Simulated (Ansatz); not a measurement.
Sb2Te3 (Bi2Te3 type, space group R-3m)

```
Sb2Te3
1.0
    2.13805     1.23440     9.94161
   -2.13805     1.23440     9.94161
    0.00000    -2.46881     9.94161
Sb Te
2 3
Direct
  0.39906   0.39906   0.39906
  0.60094   0.60094   0.60094
  0.00000   0.00000   0.00000
  0.21017   0.21017   0.21017
  0.78983   0.78983   0.78983
```

Two coordinates are scanned: the volume, and the ratio of the stretch along z (the conventional c axis) to the stretch across it. Atoms keep their fractional coordinates.

These are PBE-D3(BJ) (plane waves to 420 eV, PAW, scalar-relativistic; Ansatz, a program for electronic structure) values and carry that method's errors. k mesh 9×9×9 (Γ-centred), Fermi-Dirac smearing 0.05 eV. Stress and pressure are positive under compression. As the atoms are clamped, bonds stretch with the cell, which overstates energies and stresses. As the smearing reaches across the gap at some points, the response to shear is sensitive to the k mesh, so small differences along c/a are uncertain. Sb2Te3 was relaxed with its symmetry unable to fall. Spin-orbit coupling is left out, though Sb and Te are heavy.

At one point of the scan the stress tensor (GPa) is:

```
   -1.7      0.0      0.0
    0.0     -1.7      0.0
    0.0      0.0      1.7
```

Task: Which point is it?
(A) V/V₀ = 1.013, (c/a)/(c/a)₀ = 0.880
(B) V/V₀ = 0.973, (c/a)/(c/a)₀ = 0.920
(C) V/V₀ = 1.027, (c/a)/(c/a)₀ = 1.000
(D) V/V₀ = 1.000, (c/a)/(c/a)₀ = 0.880

Result: A, V/V₀ = 1.013, (c/a)/(c/a)₀ = 0.880

(A scan under strain: stresses follow from slopes of the energy per volume, elastic moduli from its curvatures.)
